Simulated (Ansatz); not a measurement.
Stackings of close-packed layers of SiC (tetrahedral net, letters for double layers), each relaxed to a stress under 0.05 GPa; h and k mark layers whose two neighbours have the same or different letters; energies count from the stacking AB (P6_3mc).

Method: DFT PBE, scalar-relativistic, plane waves, PAW (Ansatz 0.2.0).

Cutoff 420 eV; k points 12×12×2 on the computed 14-atom cell (Γ-centred); Gaussian smearing, width 0.02 eV; no spin polarisation.

Start (ABCACAB (hkkhhkh)):

```
CELL_PARAMETERS angstrom
3.09194 0.00000 0.00000
-1.54597 2.67770 0.00000
0.00000 0.00000 17.76002
ATOMIC_POSITIONS crystal
Si 0.00000 0.00000 0.00000
C 0.00000 0.00000 0.10714
Si 0.33333 0.66667 0.14286
C 0.33333 0.66667 0.25000
Si 0.66667 0.33333 0.28571
C 0.66667 0.33333 0.39286
Si 0.00000 0.00000 0.42857
C 0.00000 0.00000 0.53571
Si 0.66667 0.33333 0.57143
C 0.66667 0.33333 0.67857
Si 0.00000 0.00000 0.71429
C 0.00000 0.00000 0.82143
Si 0.33333 0.66667 0.85714
C 0.33333 0.66667 0.96429
```

Relax it.

The free energy falls by 0 meV/atom.

- excess energy (meV/atom): -2.4
- spacing of like layers (Å): 2.533
- a (Å): 3.094
- gap on the mesh (eV): 1.98

Relaxed structure:
```yaml
crystal:
  lattice:
    - [3.09381, 0.00000, 0.00000]
    - [-1.54690, 2.67932, 0.00000]
    - [0.00000, 0.00000, 17.73296]
  atoms:
    - { symbol: Si, position: [0.00000, 0.00000, 0.00009] }
    - { symbol: C, position: [0.00000, 0.00000, 0.10750] }
    - { symbol: Si, position: [0.33333, 0.66667, 0.14291] }
    - { symbol: C, position: [0.33333, 0.66667, 0.25003] }
    - { symbol: Si, position: [0.66667, 0.33333, 0.28550] }
    - { symbol: C, position: [0.66667, 0.33333, 0.39264] }
    - { symbol: Si, position: [0.00000, 0.00000, 0.42835] }
    - { symbol: C, position: [0.00000, 0.00000, 0.53576] }
    - { symbol: Si, position: [0.66667, 0.33333, 0.57140] }
    - { symbol: C, position: [0.66667, 0.33333, 0.67882] }
    - { symbol: Si, position: [0.00000, 0.00000, 0.71420] }
    - { symbol: C, position: [0.00000, 0.00000, 0.82130] }
    - { symbol: Si, position: [0.33333, 0.66667, 0.85705] }
    - { symbol: C, position: [0.33333, 0.66667, 0.96445] }
```

Time: 4.4 min on 1 thread of AMD EPYC (Zen 3), with other jobs on the host, peak memory 0.51 GiB.